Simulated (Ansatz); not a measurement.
## A series in response cutoff on MgO

All results are calculated (Ansatz 0.2.0-dev). RPA correlation energy a cell on Kohn-Sham orbitals, extrapolated from a short ladder of response cutoffs, so that it still moves with the top cutoff, by eV on d, semicore and core shells, all electrons in the bands correlated, with its value at the highest cutoff run.

Structure of every row (space group Fm-3m, No. 225):
```
CELL_PARAMETERS angstrom
0.00000 2.16020 2.16020
2.16020 0.00000 2.16020
2.16020 2.16020 0.00000
ATOMIC_POSITIONS crystal
Mg 0.00000 0.00000 0.00000
O 0.50000 0.50000 0.50000
```

Settings of every row: orbitals functional PBE; datasets norm_conserving; wave cutoff 1240 eV; k mesh 4x4x4; correlated electrons 16; long wavelength term neglected; core valence term semilocal.

Limits: coarse mesh, values belong to these settings and can lie far from the converged crystal; core-valence exchange is approximate on these files; semicore, core, d or f shells correlated, value can fall a third or half short of the basis limit.

```
row  response cutoff (eV)  correlation at top cutoff (eV)  RPA correlation (eV)
  1                   250                               ?                     ?
  2                   400                        -20.4224              -23.3577
  3                   600                        -22.2748               -24.489
  4                   750                        -23.0358              -24.8705
```

Question: what correlation at top cutoff and RPA correlation should row 1 give?

Worked fit of correlation at top cutoff. The number of plane waves in the response grows as the cutoff to the power 3/2, and the result approaches its limit about as the inverse of that number, so take t = (100 eV / cutoff)^(3/2). The shown rows have t = 0.125, 0.06804, 0.04869. Their means are 0.080577 and -21.911 eV; the sums about the means are S_tt = 0.003147 and S_ty = 0.1066, whose ratio is the slope. Least squares give correlation at top cutoff = −24.63897 + 33.85553 × t eV. The rows lie off it by -0.0154, 0.0606, -0.0453 (root mean square 0.045 eV). The constant, -24.639 eV, estimates the limit in this one setting, with the others as listed. The withheld row has t = 0.25298, so the fit gives −24.63897 + 33.85553 × (0.25298) = -16.0742 eV.

The calculation gave -17.5472 eV. The fit lies 1.4730 eV (8.4 % of the value, 27 % of the column's range) above it; its largest miss of a shown row is 0.0606 eV. This row lies beyond the range of the fit.

Worked fit of RPA correlation. The number of plane waves in the response grows as the cutoff to the power 3/2, and the result approaches its limit about as the inverse of that number, so take t = (100 eV / cutoff)^(3/2). The shown rows have t = 0.125, 0.06804, 0.04869. Their means are 0.080577 and -24.2391 eV; the sums about the means are S_tt = 0.003147 and S_ty = 0.06242, whose ratio is the slope. Least squares give RPA correlation = −25.83713 + 19.83277 × t eV. The rows lie off it by 0.0003, -0.0013, 0.0010 (root mean square 0.00096 eV). The constant, -25.8371 eV, estimates the limit in this one setting, with the others as listed. The withheld row has t = 0.25298, so the fit gives −25.83713 + 19.83277 × (0.25298) = -20.8198 eV.

The calculation gave -21.0803 eV. The fit lies 0.2605 eV (1.2 % of the value, 6.9 % of the column's range) above it; its largest miss of a shown row is 0.0013 eV. This row lies beyond the range of the fit.
